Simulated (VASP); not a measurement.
Wanted: the native input for a VASP 6.6.1 run.

| Item | Value |
| --- | --- |
| Task | relaxation of cell and atoms |
| Functional | LDA |
| Potentials or basis | VASP PAW LDA potentials, release 64 (Ti_sv, O) |
| Cutoff | 600 eV |
| k mesh | 7 × 7 × 10 |
| Occupations | fermi-dirac, width 0.05 eV |
| Spin | no spin polarisation |
| Further INCAR settings | ALGO = Normal; EDIFF = 1e-07; IBRION = 2; EDIFFG = -0.01; NSW = 60; ISIF = 3 |

The structure of TiO2 (Rutile) lies in POSCAR:

```
TiO2
1.0
    4.5922000000      0.0000000000      0.0000000000
    0.0000000000      4.5922000000      0.0000000000
    0.0000000000      0.0000000000      2.9574000000
Ti O
2 4
Direct
    0.0000000000      0.0000000000      0.0000000000
    0.5000000000      0.5000000000      0.5000000000
    0.3049600000      0.3049600000      0.0000000000
    0.1950400000      0.8049600000      0.5000000000
    0.6950400000      0.6950400000      0.0000000000
    0.8049600000      0.1950400000      0.5000000000
```

These files were run (other wordings do the same):

INCAR

```
SYSTEM = TiO2
PREC     = Accurate       ! precision mode
ENCUT    = 600            ! plane-wave cutoff, eV
EDIFF    = 1E-7           ! SCF threshold, eV
ISMEAR   = -1             ! smearing method
SIGMA    = 0.05           ! smearing width, eV
LREAL    = .FALSE.        ! projectors in reciprocal space
LASPH    = .TRUE.         ! aspherical terms in the spheres
NELM     = 100            ! most SCF steps
ALGO     = Normal         ! electronic algorithm
ISIF     = 3              ! what is computed and relaxed
LWAVE    = .FALSE.        ! write WAVECAR
LCHARG   = .FALSE.        ! write CHGCAR
GGA      = CA             ! functional
IBRION   = 2              ! ionic algorithm
NSW      = 60             ! ionic steps
EDIFFG   = -0.01          ! ionic threshold
```

KPOINTS

```
Automatic mesh
0
G
  7 7 10
  0 0 0
```

Potentials or basis: VASP PAW LDA potentials, release 64 (Ti_sv, O).

Run with:

```sh
$ cat potpaw_LDA.64/Ti_sv/POTCAR potpaw_LDA.64/O/POTCAR > POTCAR
$ mpirun -np 1 vasp_std > vasp.out
```

It gave:

```json
{"Relaxed volume": "10.09 Å³/atom", "Relaxed cell": "a = 4.552 Å, b = 4.552 Å, c = 2.921 Å, α = 90.00°, β = 90.00°, γ = 90.00°", "Space group after relaxing (to 0.05 Å)": "P4_2/mnm (No. 136)", "Energy gained by relaxing": "7.1 meV/atom", "Ionic steps": "6", "Pressure after relaxing": "0.1 GPa", "Band gap on the k mesh": "1.82 eV, direct"}
```

Caveat: an odd mesh through Γ misses points on the zone boundary, where band edges often lie.

It took 6 min on 1 thread of Intel(R) Xeon(R) Platinum 8259CL CPU @ 2.50GHz (Skylake/Cascade Lake) (shared host), peak memory 0.24 GiB.
